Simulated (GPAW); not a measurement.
Crystal: SiC.

```
Si C
1.0
     3.07569    0.00000    0.00000
    -1.53785    2.66363    0.00000
     0.00000    0.00000   10.07065
Si C
4 4
Direct
  0.00000 0.00000 0.18789
  0.00000 0.00000 0.68789
  0.33333 0.66667 0.43784
  0.66667 0.33333 0.93784
  0.00000 0.00000 0.00046
  0.00000 0.00000 0.50046
  0.33333 0.66667 0.24980
  0.66667 0.33333 0.74980
```

The cell is a database's computed one.

Base run:

| Item | Value |
| --- | --- |
| Program | GPAW 26.7.0 |
| Functional | MS2 |
| Potentials or basis | GPAW PAW data sets (gpaw-data 1.2.1) |
| Cutoff | 800 eV |
| Basis | pw |
| k mesh | 6 × 6 × 2 |
| Occupations | fermi-dirac, width 0.05 eV |
| Spin | no spin polarisation |

Its results: band gap on the k mesh 2.55 eV, indirect (least direct gap 3.69 eV); pressure 1.6 GPa; largest force 0.012 eV/Å.

Q: The run is repeated on the same cell with these changes: functional from MS2 to PBEint; potentials or basis from GPAW PAW data sets (gpaw-data 1.2.1) to PAW data sets generated in the run's folder for this functional. What comes out?

A: Band gap on the k mesh 2.09 eV, indirect (least direct gap 3.22 eV); pressure 3.3 GPa; largest force 0.006 eV/Å.

Caveats: the PAW data sets were made with another functional, which shifts forces and pressure a little (some runs).

Not every run made on this cell is shown here.
